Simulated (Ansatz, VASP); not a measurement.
**Pd: VASP beside Ansatz**

File INCAR:

```
SYSTEM = Pd
ALGO = Normal ; EDIFF = 1E-8
ENCUT = 520 ; GGA = PS
ISIF = 2 ; ISMEAR = -1
LASPH = .TRUE. ; LCHARG = .FALSE.
LEFG = .TRUE. ; LREAL = .FALSE.
LWAVE = .FALSE. ; NBANDS = 11
NELM = 60 ; PREC = Accurate
SIGMA = 0.05
```

Contents of KPOINTS:

```
k-points
0
G
  18 18 18
  0 0 0
```

Contents of POSCAR:

```
Pd
1.0
    0.0000000000      1.9449000000      1.9060020000
    1.9449000000      0.0000000000      1.9060020000
    1.9449000000      1.9449000000      0.0000000000
Pd
1
Direct
    0.0000000000      0.0000000000      0.0000000000
```

Input for Ansatz:

```yaml
crystal:
  lattice:
    - [0.0, 1.9449, 1.906002]
    - [1.9449, 0.0, 1.906002]
    - [1.9449, 1.9449, 0.0]
  atoms:
    - { symbol: Pd, position: [0.0, 0.0, 0.0] }
kpoints:
  mp_grid: { grid: [18, 18, 18] }
scf:
  occupations: { method: fermi_dirac, width: 0.05 }
hamiltonian:
  xc: pbesol
  pseudopotentials: { kind: all_electron, datasets: crystal }
output:
  forces: true
  stress: true
  eigenvalues: true
  efg: { contact_densities: true }
```

Change from the starting cell: zz strain of -2 %, crystal datasets.

Alike in both runs: task electric field gradients; functional PBEsol; k mesh 18 × 18 × 18; occupations fermi-dirac, width 0.05 eV; no spin polarisation.

|  | VASP | Ansatz |
| --- | --- | --- |
| version | VASP 6.6.1 | Ansatz 0.2.0 |
| potentials or method | VASP PAW PBE potentials, release 64 (Pd) | all-electron PAW with datasets made for the crystal, scalar-relativistic |
| plane-wave cutoff (eV) | 520 | see its input |

Ansatz gave:

| Item | Value |
| --- | --- |
| pressure (GPa) | 1.9 |
| largest component of the traceless stress (GPa) | 0.83 |
| Vzz of the field gradient on the site that differs most (V/Å²) | 3.4 |

Estimate VASP's values.

pressure (GPa): 1.6; largest component of the traceless stress (GPa): 0.82; Vzz of the field gradient on the site that differs most (V/Å²): 2.2.

Ansatz ran all-electron here, so the differences hold the error of VASP's frozen core and of both bases. Ansatz warned: «gradients_without_spin_orbit».

Caveats: the PAW data sets were made with another functional, which shifts forces and pressure a little (VASP).
